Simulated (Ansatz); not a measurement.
A run of Ansatz 0.2.0:

File input.yaml:

```yaml
crystal:
  lattice:
    - [-1.3843987196, 1.3843987196, 2.3112238365]
    - [1.3843987196, -1.3843987196, 2.3112238365]
    - [1.3843987196, 1.3843987196, -2.3112238365]
  atoms:
    - { symbol: Ga, position: [0.0, 0.0, 0.0] }
kpoints:
  mp_grid: { grid: [13, 13, 13] }
  band_path:
    path:
      - [0.0, 0.0, 0.0]
      - [0.0, 0.0, 0.5]
      - [-0.1793941871, 0.1793941871, 0.5]
      - [-0.3396970935, 0.3396970935, 0.3396970935]
      - [0.0, 0.0, 0.0]
      - [0.5, 0.5, -0.5]
      - [0.3396970935, 0.6603029065, -0.3396970935]
      - [0.0, 0.5, 0.0]
    npoints: 6
scf:
  occupations: { method: fermi_dirac, width: 0.05 }
hamiltonian:
  xc: pbesol
  pseudopotentials: { kind: all_electron, lapw: { basis_error: 0.001 } }
output:
  forces: true
  stress: true
  eigenvalues: true
```

Potentials or basis: all-electron LAPW, scalar-relativistic.

Launch:

```console
$ ansatz run input.yaml --threads 1 --pin off --max-ram 3072MiB --backend cpu --events-out ev --progress --plain --runs-dir out
```

Hardware: 1 thread of Arm Neoverse V1 (shared host).

Task: How long does it take, and how much memory?

Result: Wall time 14 s on 1 thread of Arm Neoverse V1 (shared host), peak memory 0.31 GiB. Counts: scf iterations 7, plane waves 145, k points 196, bands 15.
